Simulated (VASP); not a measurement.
# BaTiO3 (Pm-3m) in VASP: relaxation of cell and atoms with PBE

Aim: the relaxation of cell and atoms of BaTiO3 with PBE.

Program: VASP 6.6.1. These are calculated values, not measurements. Logs are shortened: lines on timing, memory, paths and dates and some standing lists are left out, and cuts for length are marked.

## 1. Starting point

Symmetry: Pm-3m, No. 221, cubic system. Conventional cell: a = 4.006 Å, b = 4.006 Å, c = 4.006 Å, α = 90.00°, β = 90.00°, γ = 90.00°. Around Ba (site symmetry m-3m) lie 12 O at 2.83 Å. Ti (site symmetry m-3m) has 6 O at 2.00 Å as nearest neighbours. Around O (site symmetry 4/mmm) lie 2 Ti at 2.00 Å.

## 2. Relaxation of cell and atoms, PBE, collinear spin, ferromagnetic start

INCAR

```
SYSTEM = BaTiO3
ALGO     = Normal         ! electronic algorithm
EDIFF    = 1E-7           ! SCF threshold, eV
EDIFFG   = -0.004         ! ionic threshold
ENCUT    = 600            ! plane-wave cutoff, eV
GGA      = PE             ! functional
IBRION   = 2              ! ionic algorithm
ISIF     = 3              ! what is computed and relaxed
ISMEAR   = 0              ! smearing method
ISPIN    = 2              ! spin polarisation
LASPH    = .TRUE.         ! aspherical terms in the spheres
LCHARG   = .FALSE.        ! write CHGCAR
LMAXMIX  = 4              ! l up to which the mixer works
LORBIT   = 11             ! projections on sites
LREAL    = .FALSE.        ! projectors in reciprocal space
LWAVE    = .FALSE.        ! write WAVECAR
MAGMOM   = 0 1 0 0 0      ! initial moments
NELM     = 100            ! most SCF steps
NSW      = 80             ! ionic steps
PREC     = Accurate       ! precision mode
SIGMA    = 0.1            ! smearing width, eV
```

KPOINTS

```
k-points
0
G
  7 7 7
  0 0 0
```

POSCAR

```
BaTiO3
1.0
    4.0060000000      0.0000000000      0.0000000000
    0.0000000000      4.0060000000      0.0000000000
    0.0000000000      0.0000000000      4.0060000000
Ba Ti O
1 1 3
Direct
    0.5000000000      0.5000000000      0.5000000000
    0.0000000000      0.0000000000      0.0000000000
    0.5000000000      0.0000000000      0.0000000000
    0.0000000000      0.5000000000      0.0000000000
    0.0000000000      0.0000000000      0.5000000000
```

Potentials or basis: VASP PAW PBE potentials, release 64 (Ba_sv, Ti_sv, O).

Command:

```sh
> cat potpaw_PBE.64/Ba_sv/POTCAR potpaw_PBE.64/Ti_sv/POTCAR potpaw_PBE.64/O/POTCAR > POTCAR
> mpirun -np 1 vasp_std > vasp.out
```

OUTCAR:

```text
SYSTEM = BaTiO3
   EDIFF = 1E-7
   EDIFFG = -0.004
   ENCUT = 600
   GGA = PE
   IBRION = 2
   ISIF = 3
   ISMEAR = 0
   ISPIN = 2
   LASPH = .TRUE.
   LORBIT = 11
   LREAL = .FALSE.
   NELM = 100
   NSW = 80
   PREC = Accurate

 ion  position               nearest neighbor table
   1  0.500  0.500  0.500-   3 2.83   4 2.83   5 2.83   3 2.83   4 2.83   3 2.83   5 2.83   3 2.83
                             4 2.83   5 2.83   4 2.83   5 2.83   2 3.47   2 3.47   2 3.47   2 3.47
   2  0.000  0.000  0.000-   3 2.00   4 2.00   5 2.00   5 2.00   4 2.00   3 2.00   1 3.47   1 3.47
                             1 3.47   1 3.47   1 3.47   1 3.47   1 3.47   1 3.47
   3  0.500  0.000  0.000-   2 2.00   2 2.00   1 2.83   1 2.83   1 2.83   1 2.83
   4  0.000  0.500  0.000-   2 2.00   2 2.00   1 2.83   1 2.83   1 2.83   1 2.83
   5  0.000  0.000  0.500-   2 2.00   2 2.00   1 2.83   1 2.83   1 2.83   1 2.83

  LATTYP: Found a simple cubic cell.
 ALAT       =     4.0060000000

  Lattice vectors:

 A1 = (   4.0060000000,   0.0000000000,   0.0000000000)
 A2 = (   0.0000000000,   4.0060000000,   0.0000000000)
 A3 = (   0.0000000000,   0.0000000000,   4.0060000000)

Analysis of symmetry for initial positions (statically):
=====================================================================
 Subroutine PRICEL returns:
 Original cell was already a primitive cell.

 Routine SETGRP: Setting up the symmetry group for a
 simple cubic supercell.

 Subroutine GETGRP returns: Found 48 space group operations
 (whereof 48 operations were pure point group operations)
 out of a pool of 48 trial point group operations.

The static configuration has the point symmetry O_h .

Analysis of symmetry for dynamics (positions and initial velocities):
=====================================================================
 Subroutine PRICEL returns:
 Original cell was already a primitive cell.

 Routine SETGRP: Setting up the symmetry group for a
 simple cubic supercell.

 Subroutine GETGRP returns: Found 48 space group operations
 (whereof 48 operations were pure point group operations)
 out of a pool of 48 trial point group operations.

The dynamic configuration has the point symmetry O_h .

Analysis of structural, dynamic, and magnetic symmetry:
=====================================================================
 Subroutine PRICEL returns:
 Original cell was already a primitive cell.

 Routine SETGRP: Setting up the symmetry group for a
 simple cubic supercell.

 Subroutine GETGRP returns: Found 48 space group operations
 (whereof 48 operations were pure point group operations)
 out of a pool of 48 trial point group operations.

The overall configuration has the point symmetry O_h .

 Subroutine INISYM returns: Found 48 space group operations
 (whereof 48 operations are pure point group operations),
 and found     1 'primitive' translations

----------------------------------------------------------------------------------------

                                     Primitive cell

  volume of cell :      64.2884

  direct lattice vectors                    reciprocal lattice vectors
     4.006000000  0.000000000  0.000000000     0.249625562  0.000000000  0.000000000
     0.000000000  4.006000000  0.000000000     0.000000000  0.249625562  0.000000000
     0.000000000  0.000000000  4.006000000     0.000000000  0.000000000  0.249625562

  length of vectors
     4.006000000  4.006000000  4.006000000     0.249625562  0.249625562  0.249625562

  position of ions in fractional coordinates (direct lattice)
     0.500000000  0.500000000  0.500000000
     0.000000000  0.000000000  0.000000000
     0.500000000  0.000000000  0.000000000
     0.000000000  0.500000000  0.000000000
     0.000000000  0.000000000  0.500000000

  ion indices of the primitive-cell ions
   primitive index   ion index
                 1           1
                 2           2
                 3           3
                 4           4
                 5           5

----------------------------------------------------------------------------------------

 KPOINTS: k-points

Automatic generation of k-mesh.
 Grid dimensions read from file:
 generate k-points for:    7    7    7

 Generating k-lattice:

  Cartesian coordinates                     Fractional coordinates (reciprocal lattice)
     0.035660795  0.000000000  0.000000000     0.142857143  0.000000000  0.000000000
     0.000000000  0.035660795  0.000000000     0.000000000  0.142857143  0.000000000
     0.000000000  0.000000000  0.035660795     0.000000000  0.000000000  0.142857143

  Length of vectors
     0.035660795  0.035660795  0.035660795

  Shift w.r.t. Gamma in fractional coordinates (k-lattice)
     0.000000000  0.000000000  0.000000000

 Subroutine IBZKPT returns following result:
 ===========================================

 Found     20 irreducible k-points:

 Following reciprocal coordinates:
            Coordinates               Weight
  0.000000  0.000000  0.000000      1.000000
  0.142857  0.000000  0.000000      6.000000
  0.285714  0.000000  0.000000      6.000000
  0.428571  0.000000  0.000000      6.000000
  0.142857  0.142857  0.000000     12.000000
  0.285714  0.142857  0.000000     24.000000
[... 12 lines left out ...]
  0.428571  0.428571  0.285714     24.000000
  0.428571  0.428571  0.428571      8.000000
   k-points           NKPTS =     20   k-points in BZ     NKDIM =     20   number of bands    NBANDS=     25
   number of dos      NEDOS =    301   number of ions     NIONS =      5
   total plane-waves  NPLWV =  32768
   dimension x,y,z NGX =    32 NGY =   32 NGZ =   32
   dimension x,y,z NGXF=    64 NGYF=   64 NGZF=   64
   ions per type =               1   1   3
   NGX,Y,Z   is equivalent  to a cutoff of  13.28, 13.28, 13.28 a.u.
   NGXF,Y,Z  is equivalent  to a cutoff of  26.56, 26.56, 26.56 a.u.
 SYSTEM =  BaTiO3
   PREC   = accura    normal or accurate (medium, high low for compatibility)
   ISTART =      0    job   : 0-new  1-cont  2-samecut
   ICHARG =      2    charge: 1-file 2-atom 10-const
   ISPIN  =      2    spin polarized calculation?
   LNONCOLLINEAR =      F non collinear calculations
   LSORBIT =      F    spin-orbit coupling
   LASPH  =      T    aspherical Exc in radial PAW
   ENCUT  =  600.0 eV  44.10 Ry    6.64 a.u.   8.00  8.00  8.00*2*pi/ulx,y,z
   NELM   =    100;   NELMIN=  2; NELMDL= -5     # of ELM steps
   EDIFF  = 0.1E-06   stopping-criterion for ELM
   LREAL  =      F    real-space projection
   EDIFFG = -.4E-02   stopping-criterion for IOM
   NSW    =     80    number of steps for IOM
   IBRION =      2    ionic relax: 0-MD 1-quasi-New 2-CG
   NFREE  =      1    steps in history (QN), initial steepest desc. (CG)
   ISIF   =      3    stress and relaxation
   ISYM   =      2    0-nonsym 1-usesym 2-fastsym
   POTIM  = 0.5000    time-step for ionic-motion
   TEBEG  =    0.0;   TEEND  =   0.0 temperature during run
   PSTRESS=    0.0 pullay stress
   NELECT =      40.0000    total number of electrons
   NUPDOWN=      -1.0000    fix difference up-down
   EMIN   =  10.00;   EMAX   =-10.00  energy-range for DOS
   EFERMI =   0.00;   METHOD = LEGACY
   ISMEAR =     0;   SIGMA  =   0.10  broadening in eV -4-tet -1-fermi 0-gaus
   EFERMI_NEDOS =   21; number of points for ismear=-14 and -15
   IALGO  =     38    algorithm
   IMIX   =      4    mixing-type and parameters
     AMIX     =   0.40;   BMIX     =  1.00
     AMIX_MAG =   1.60;   BMIX_MAG =  1.00
  volume/ion in A,a.u.               =      12.86        86.77
  Fermi-wavevector in a.u.,A,eV,Ry     =   1.397603  2.641087 26.576187  1.953295
  Thomas-Fermi vector in A             =   2.520843
   LORBIT       =     11    0 simple, 1 ext, 2 COOP (PROOUT), +10 PAW based schemes
   GGA     = PE    functional components
   LHFCALC =     F    Hartree Fock is set to
   AEXX    =    0.0000 exact exchange contribution
   IVDW    =     0    specifies the selected vdW correction
   LEPSILON=     F    determine dielectric tensor
   LRPA    =     F    only Hartree local field effects (RPA)
 conjugate gradient relaxation of ions
 spin polarized calculation
 Gauss-broadening in eV      SIGMA  =   0.10
  energy-cutoff  :      600.00
  volume of cell :       64.29
 maximum number of plane-waves:      2170
   NGX = 17   NGY = 17   NGZ = 17

--------------------------------------- Ionic step        1  -------------------------------------------

 number of electron      39.9999998 magnetization       0.0000351

 number of electron      39.9999998 magnetization      -0.0000177

 Free energy of the ion-electron system (eV)
  ---------------------------------------------------
  ext. energy  EPLUGINS =         0.00000000
  ---------------------------------------------------
  free energy    TOTEN  =       -39.97727763 eV

  energy without entropy =      -39.97727763  energy(sigma->0) =      -39.97727763

------------------------ aborting loop because EDIFF is reached ----------------------------------------

  FORCE on cell =-STRESS in cart. coord.  units (eV):
  Direction    XX          YY          ZZ          XY          YZ          ZX
  --------------------------------------------------------------------------------------
  -------------------------------------------------------------------------------------
  Total        1.3124474      1.3124474      1.3124474     -0.0000000      0.0000000     -0.0000000
  in kB       32.7084275     32.7084275     32.7084275     -0.0000000      0.0000000     -0.0000000
  external PRESSURE =      32.7084275 kB  Pullay stress =       0.0000000 kB
[... 67 lines left out ...]
--------------------------------------- Ionic step        3  -------------------------------------------

 number of electron      40.0000012 magnetization      -0.0000000

 number of electron      40.0000012 magnetization       0.0000000

 Free energy of the ion-electron system (eV)
  ---------------------------------------------------
  ext. energy  EPLUGINS =         0.00000000
  ---------------------------------------------------
  free energy    TOTEN  =       -39.98979443 eV

  energy without entropy =      -39.98979443  energy(sigma->0) =      -39.98979443

 E-fermi :   4.0621     XC(G=0): -11.1443

 val. band max:        3.6060501885   @ k =   0.4286   0.4286   0.4286
 cond. band min:       5.3661178462   @ k =   0.0000   0.0000   0.0000
 fundamental gap:      1.7600676577
 Fermi energy:         4.0620960344

 spin component 1

 k-point     1 :       0.0000    0.0000    0.0000
  band No.  band energies     occupation
      1     -53.0646      1.00000
      2     -29.2643      1.00000
      3     -29.2643      1.00000
      4     -29.2643      1.00000
      5     -21.2005      1.00000
      6     -13.1778      1.00000
[... 549 lines left out ...]
     24      10.4811      0.00000
     25      10.4813      0.00000
 Fermi energy:         4.0620960344

 spin component 2

 k-point     1 :       0.0000    0.0000    0.0000
  band No.  band energies     occupation
      1     -53.0646      1.00000
      2     -29.2643      1.00000
      3     -29.2643      1.00000
      4     -29.2643      1.00000
      5     -21.2005      1.00000
      6     -13.1778      1.00000
[... 581 lines left out ...]
  FREE ENERGIE OF THE ION-ELECTRON SYSTEM (eV)
  ---------------------------------------------------
  free  energy   TOTEN  =       -39.9897944284 eV

  energy  without entropy=      -39.9897944284  energy(sigma->0) =      -39.98979443

 reached required accuracy - stopping structural energy minimisation

 total charge

# of ion       s       p       d       tot
------------------------------------------
    1        2.006   5.649   0.316   7.971
    2        2.204   6.255   1.675  10.134
    3        1.560   3.459   0.000   5.018
    4        1.560   3.459   0.000   5.018
    5        1.560   3.459   0.000   5.018
--------------------------------------------------
tot          8.889  22.280   1.991  33.160

 magnetization (x)

# of ion       s       p       d       tot
------------------------------------------
    1        0.000   0.000   0.000   0.000
    2        0.000   0.000   0.000   0.000
    3        0.000  -0.000   0.000  -0.000
    4        0.000  -0.000   0.000  -0.000
    5        0.000  -0.000   0.000  -0.000
--------------------------------------------------
tot          0.000  -0.000   0.000   0.000
```

Run time: 81 s. Hardware: 1 thread of Intel Xeon 6975P-C (Granite Rapids), shared host; peak memory 0.25 GiB.

What came out:

```
Free energy                                           : -39.9898 eV
Relaxed volume                                        : 13.11 Å³/atom
Relaxed cell                                          : a = 4.032 Å, b = 4.032 Å, c = 4.032 Å, α = 90.00°, β = 90.00°, γ = 90.00°
Space group after relaxing (to 0.05 Å)                : Pm-3m (No. 221)
Energy gained by relaxing                             : 2.5 meV/atom
Ionic steps                                           : 3
Pressure after relaxing                               : 0.0 GPa
Band gap on the k mesh                                : 1.76 eV, indirect (least direct gap 1.87 eV)
Net moment                                            : 0.00 μB per cell
Valence electrons inside the program's atomic spheres : Ba 7.97; Ti 10.13; O 5.02
```

Step by step:
```csv
step,energy change (eV),largest force (eV/Å),pressure (GPa),volume (Å³)
1,0.0000,0.0000,3.27,64.29
2,-0.0015,0.0000,-2.84,66.76
3,-0.0125,0.0000,0.00,65.55
```

Final structure:
```cif
data_structure
_symmetry_space_group_name_H-M 'P 1'
_symmetry_Int_Tables_number 1
_cell_length_a 4.0319
_cell_length_b 4.0319
_cell_length_c 4.0319
_cell_angle_alpha 90.000
_cell_angle_beta 90.000
_cell_angle_gamma 90.000
_cell_volume 65.55
loop_
_atom_site_label
_atom_site_type_symbol
_atom_site_fract_x
_atom_site_fract_y
_atom_site_fract_z
_atom_site_occupancy
Ba1 Ba 0.50000 0.50000 0.50000 1
Ti1 Ti 0.00000 0.00000 0.00000 1
O1 O 0.50000 0.00000 0.00000 1
O2 O 0.00000 0.50000 0.00000 1
O3 O 0.00000 0.00000 0.50000 1
```

Caveat: spin-orbit coupling is left out, which moves the levels of the heavy elements; an odd mesh through Γ misses points on the zone boundary, where band edges often lie. Zero-point motion and thermal expansion aren't in these numbers.
